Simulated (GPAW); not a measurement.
Set up this calculation in GPAW 26.7.0, as an ASE script.

* Task: single point
* Functional: TB-mBJ
* Potentials or basis: GPAW PAW data sets for LDA (gpaw-data 1.2.1)
* Cutoff: 800 eV
* Basis: pw
* k mesh: 8 × 8 × 8
* Occupations: fermi-dirac, width 0.05 eV
* Spin: no spin polarisation
* Maxiter: 150

Crystal: Li2Se.

```
Se Li
1.0
     0.00000    3.00250    3.00250
     3.00250    0.00000    3.00250
     3.00250    3.00250    0.00000
Se Li
1 2
Direct
  0.00000 0.00000 0.00000
  0.75000 0.75000 0.75000
  0.25000 0.25000 0.25000
```

The input as run:

run.py

```python
from ase import Atoms
from ase.dft.bandgap import bandgap
from ase.io import write
from gpaw import GPAW, PW

atoms = Atoms(['Se', 'Li', 'Li'],
              cell=[[0.0, 3.0025, 3.0025],
                    [3.0025, 0.0, 3.0025],
                    [3.0025, 3.0025, 0.0]],
              scaled_positions=[[0.0, 0.0, 0.0],
                                [0.75, 0.75, 0.75],
                                [0.25, 0.25, 0.25]],
              pbc=True)

calc = GPAW(mode=PW(800),
            xc='TB09',
            kpts={'size': (8, 8, 8), 'gamma': True},
            occupations={'name': 'fermi-dirac', 'width': 0.05},
            nbands=12,
            convergence={'density': 1e-05, 'energy': 1e-05},
            eigensolver='cg',
            maxiter=150,
            txt='gpaw.txt')
atoms.calc = calc
energy = atoms.get_potential_energy()
calc.write('gs.gpw')
write('result.traj', atoms)
print('Fermi level:', round(calc.get_fermi_level(), 4), 'eV')
print(f'Gap: {bandgap(calc)[0]:.4f} eV, direct: {bandgap(calc, direct=True)[0]:.4f} eV')
```

Potentials or basis: GPAW PAW data sets for LDA (gpaw-data 1.2.1), pw.

Command:

```sh
$ OMP_NUM_THREADS=1 python run.py
```

Results of the run:

| Item | Value |
| --- | --- |
| Band gap on the k mesh | 4.09 eV, indirect (least direct gap 4.54 eV) |

Caveat: a model potential gives levels but no total energy.

Run time: 88 s on 1 thread of Arm Neoverse V2 (shared host), peak memory 0.23 GiB.
